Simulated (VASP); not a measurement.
# Lu (Im-3m) in VASP: settings compared, part 2 of 2

VASP 6.6.1. The steps go on from the part before.

## 3. Relaxation of cell and atoms, PBE

File INCAR:

```
PREC = Accurate
ENCUT = 600
EDIFF = 1E-7
ISMEAR = -1
SIGMA = 0.05
LREAL = F
LASPH = T
NELM = 60
ALGO = Fast
ISIF = 3
LWAVE = F
LCHARG = F
GGA = PE
IBRION = 2
NSW = 60
EDIFFG = -0.02
```

File KPOINTS:

```
regular mesh
0
Gamma
  10 10 10
```

File POSCAR:

```
Lu
1.0
   -1.9541071088      1.9541071088      1.9541071088
    1.9541071088     -1.9541071088      1.9541071088
    1.9541071088      1.9541071088     -1.9541071088
Lu
1
Direct
    0.0000000000      0.0000000000      0.0000000000
```

Potentials or basis: VASP PAW PBE potentials, release 64 (Lu).

Command:

```
$ cat potpaw_PBE.64/Lu/POTCAR > POTCAR
$ mpirun -np 1 vasp_std > vasp.out
```

Run time: 8.8 min. Hardware: 1 thread of Intel Xeon Platinum 8488C (Sapphire Rapids), shared host; peak memory 0.2 GiB.

The run converged. Its results:

```yaml
Free_energy: -4.3885 eV
Relaxed_volume: 30.04 Å³/atom
Relaxed_cell: a = 3.392 Å, b = 3.392 Å, c = 3.392 Å, α = 109.47°, β = 109.47°, γ = 109.47°
Space_group_after_relaxing_to_0.05_Å: Im-3m (No. 229)
Energy_gained_by_relaxing: -0.4 meV/atom
Ionic_steps: 11
Pressure_after_relaxing: -0.1 GPa
Band_gap_on_the_k_mesh: none (metal or under the smearing width)
```

The path:
```tsv
step	energy change (eV)	largest force (eV/Å)	pressure (GPa)	volume (Å³)
1	0.0000	0.0000	-0.27	29.85
2	-0.0001	0.0000	-0.66	29.63
3	0.0023	0.0000	1.11	29.00
4	0.0003	0.0000	1.04	29.39
5	0.0000	0.0000	0.36	29.54
6	0.0000	0.0000	0.23	29.57
7	-0.0001	0.0000	0.19	29.61
8	-0.0001	0.0000	0.35	29.62
9	-0.0001	0.0000	0.13	29.63
10	-0.0001	0.0000	0.22	29.73
11	0.0004	0.0000	-0.07	30.04
```

Final structure:
```cif
data_structure
_symmetry_space_group_name_H-M 'P 1'
_symmetry_Int_Tables_number 1
_cell_length_a 3.3919
_cell_length_b 3.3919
_cell_length_c 3.3919
_cell_angle_alpha 109.471
_cell_angle_beta 109.471
_cell_angle_gamma 109.471
_cell_volume 30.04
loop_
_atom_site_label
_atom_site_type_symbol
_atom_site_fract_x
_atom_site_fract_y
_atom_site_fract_z
_atom_site_occupancy
Lu1 Lu 0.00000 0.00000 0.00000 1
```

Levels at points of the mesh, in eV from the Fermi level:
| k point | band 10 | band 11 | band 12 | band 13 | band 14 | band 15 |
| --- | --- | --- | --- | --- | --- | --- |
| (0.00, 0.00, 0.00) | -5.13 | -5.13 | -5.11 | 2.09 | 2.09 | 2.09 |
| (0.50, 0.00, 0.00) | -5.13 | -5.12 | -2.49 | 0.40 | 0.40 | 4.04 |
| (0.50, 0.50, 0.50) | -5.13 | -5.13 | -1.44 | -1.44 | 5.53 | 5.53 |

Spin-orbit coupling is left out, which matters for the levels of Lu.

## 4. Relaxation of cell and atoms, PBE

INCAR is that of step 3.

KPOINTS is that of step 3.

POSCAR is that of step 3.

Potentials or basis: VASP PAW PBE potentials, release 64 (Lu_3), 4f in core.

Command:

```
$ cat potpaw_PBE.64/Lu_3/POTCAR > POTCAR
$ mpirun -np 1 vasp_std > vasp.out
```

OUTCAR:

```text
PREC = Accurate
   ENCUT = 600
   EDIFF = 1E-7
   ISMEAR = -1
   LREAL = F
   LASPH = T
   NELM = 60
   ISIF = 3
   GGA = PE
   IBRION = 2
   NSW = 60
   EDIFFG = -0.02

 ion  position               nearest neighbor table
   1  0.000  0.000  0.000-

  LATTYP: Found a body centered cubic cell.
 ALAT       =     3.9082142176

  Lattice vectors:

 A1 = (  -1.9541071088,   1.9541071088,   1.9541071088)
 A2 = (   1.9541071088,  -1.9541071088,   1.9541071088)
[... 447 lines left out ...]
 [... further k-points ...]

------------------------ aborting loop because EDIFF is reached ----------------------------------------

  FORCE on cell =-STRESS in cart. coord.  units (eV):
  Direction    XX          YY          ZZ          XY          YZ          ZX
  --------------------------------------------------------------------------------------
  -------------------------------------------------------------------------------------
  Total        0.0002053      0.0002053      0.0002053      0.0000000      0.0000000     -0.0000000
  in kB        0.0110196      0.0110196      0.0110196      0.0000000      0.0000000     -0.0000000
  external PRESSURE =       0.0110196 kB  Pullay stress =       0.0000000 kB

 VOLUME and BASIS-vectors are now :
 -----------------------------------------------------------------------------
  energy-cutoff  :      600.00
  volume of cell :       29.85
      direct lattice vectors                 reciprocal lattice vectors
    -1.954107109  1.954107109  1.954107109     0.000000000  0.255871338  0.255871338
     1.954107109 -1.954107109  1.954107109     0.255871338  0.000000000  0.255871338
     1.954107109  1.954107109 -1.954107109     0.255871338  0.255871338  0.000000000

 POSITION                                       TOTAL-FORCE (eV/Angst)
 -----------------------------------------------------------------------------------
      0.00000      0.00000      0.00000         0.000000      0.000000      0.000000
 -----------------------------------------------------------------------------------
    total drift:                               -0.000000     -0.000000      0.000000

  FREE ENERGIE OF THE ION-ELECTRON SYSTEM (eV)
  ---------------------------------------------------
  free  energy   TOTEN  =        -4.3244745038 eV

  energy  without entropy=       -4.3055387143  energy(sigma->0) =       -4.31500661

 reached required accuracy - stopping structural energy minimisation
```

It took 17 s on 1 thread of Intel Xeon Platinum 8488C (Sapphire Rapids), shared host; peak memory 0.16 GiB.

Results:

| Quantity | Value |
| --- | --- |
| Free energy | -4.3245 eV |
| Pressure after relaxing | 0.0 GPa |
| Band gap on the k mesh | none (metal or under the smearing width) |

Final structure:
```
CELL_PARAMETERS angstrom
-1.95411 1.95411 1.95411
1.95411 -1.95411 1.95411
1.95411 1.95411 -1.95411
ATOMIC_POSITIONS crystal
Lu 0.00000 0.00000 0.00000
```

Levels at points of the mesh, in eV from the Fermi level:
| k point | band 2 | band 3 | band 4 | band 5 | band 6 | band 7 |
| --- | --- | --- | --- | --- | --- | --- |
| (0.00, 0.00, 0.00) | -26.81 | -26.81 | -6.13 | 2.12 | 2.12 | 2.12 |
| (0.50, 0.00, 0.00) | -26.96 | -26.81 | -2.52 | 0.40 | 0.43 | 4.06 |
| (0.50, 0.50, 0.50) | -27.13 | -27.13 | -1.46 | -1.46 | 5.60 | 5.60 |

Caveat: the relaxation stopped at its first step, so nothing moved. The run has no spin-orbit coupling, so splittings on Lu are missing.

## 5. For comparison

An earlier run on the cell as given: functional PBE; potentials or basis VASP PAW PBE potentials, release 64 (Lu); cutoff 520 eV; k mesh 10 × 10 × 10; occupations fermi-dirac, width 0.05 eV; no spin polarisation.

- Pressure: -0.3 GPa
- Band gap on the k mesh: none (metal or under the smearing width)

## 6. Summary

```tsv
task	level	potentials or basis	cell	cutoff (eV)	smearing	optimiser	gap on the mesh (eV)	pressure (GPa)	relaxed volume (Å³/atom)
relaxation of cell and atoms	PBE+D2	VASP PAW PBE potentials, release 64 (Lu)	relaxed	600	gaussian 0.05 eV	FIRE	none	0.0	29.21
relaxation of cell and atoms	PBE	VASP PAW PBE potentials, release 64 (Lu)	relaxed	600	fermi-dirac 0.05 eV	-	none	-0.1	30.04
relaxation of cell and atoms	PBE	VASP PAW PBE potentials, release 64 (Lu_3), 4f in core	relaxed	600	fermi-dirac 0.05 eV	-	none	0.0	-
single point	PBE	VASP PAW PBE potentials, release 64 (Lu)	as given	520	fermi-dirac 0.05 eV	-	none	-0.3	-
```

Alike in all rows: no spin polarisation; k mesh 10 × 10 × 10.

Caveats: atom-pairwise D2, TS and ULG terms overbind metals (some runs); pairwise dispersion overbinds metals, which lowers pressure and volume (some runs); the relaxation stopped at its first step, so nothing moved (some runs).

Absolute energies hang on the potentials; compare differences alone.
